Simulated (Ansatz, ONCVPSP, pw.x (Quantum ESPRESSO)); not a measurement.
# Which Hf potential is closest to all-electron in the fcc crystal?

All use PBE, scalar-relativistic, no spin, cutoffs from each file’s atomic test, pw.x 7.5; 13³ k-points, Fermi–Dirac smearing 0.01 Ry. Δ is the rms difference from all-electron LAPW of the E(V) curves that follow from fits to the pressures, over ±6 % in volume. Mesh and smearing are coarse and serve the comparison alone. The files are a selection: those with a ghost or negative overlap were mostly not run, and those with noisy or unconverged pressures or nearly equal Δ are left out.

All-electron: a0 = 4.490 Å (V0 = 22.63 Å³/atom), B0 = 101.6 GPa.

Task: Rank them by Δ, smallest first.
A. optimised norm-conserving Vanderbilt (ONCV), ONCVPSP 4.0.1, PBE; core [Kr] 4d10 4f14, reference 5s2 5p6 5d2 6s2; waves: 5s+6s: rc 1.60 bohr, ncon 3, nbas 7, qcut 5.8 1/bohr, 2 projectors; 5p: rc 1.90 bohr, ncon 4, nbas 8, qcut 6.6 1/bohr, 2 projectors, debl 3.9 Ha; 5d: rc 1.60 bohr, ncon 5, nbas 9, qcut 6.2 1/bohr, local; local part: the d channel; core correction: Teter function, fcfact 3.75, rcfact 1.5.
B. optimised norm-conserving Vanderbilt (ONCV), ONCVPSP 4.0.1, PBE; core [Xe] 4f14, reference 5d2.5 6s1.5; waves: 6s: rc 2.80 bohr, ncon 5, nbas 9, qcut 1.8 1/bohr, 2 projectors, debl 1.4 Ha; p scattering state at 0.04 Ha: rc 3.60 bohr, ncon 3, nbas 6, qcut 2 1/bohr, 2 projectors, debl 2 Ha; 5d: rc 3.30 bohr, ncon 4, nbas 8, qcut 4.1 1/bohr, 2 projectors, debl 1.8 Ha; local part: polynomial inside 1.95 bohr (lpopt 4, dvloc0 0 Ha); core correction: Teter function, fcfact 4.75, rcfact 1.45. In the p channel the program set the typed energies aside and used 0.050, 2.050 Ha.
C. optimised norm-conserving Vanderbilt (ONCV), ONCVPSP 4.0.1, PBE; core [Kr] 4d10 4f14, reference 5s2 5p6 5d2 6s2; waves: 5s+6s: rc 1.90 bohr, ncon 4, nbas 7, qcut 7.2 1/bohr, 2 projectors; 5p: rc 2.15 bohr, ncon 4, nbas 7, qcut 6 1/bohr, 2 projectors, debl 2.8 Ha; 5d: rc 3.25 bohr, ncon 3, nbas 7, qcut 4.3 1/bohr, 2 projectors, debl 0.5 Ha; local part: polynomial inside 1.55 bohr (lpopt 5, dvloc0 6 Ha); core correction: Teter function, fcfact 5.25, rcfact 1.65.

Result: A (3.8 meV/atom), B (6.2 meV/atom), C (9.2 meV/atom).
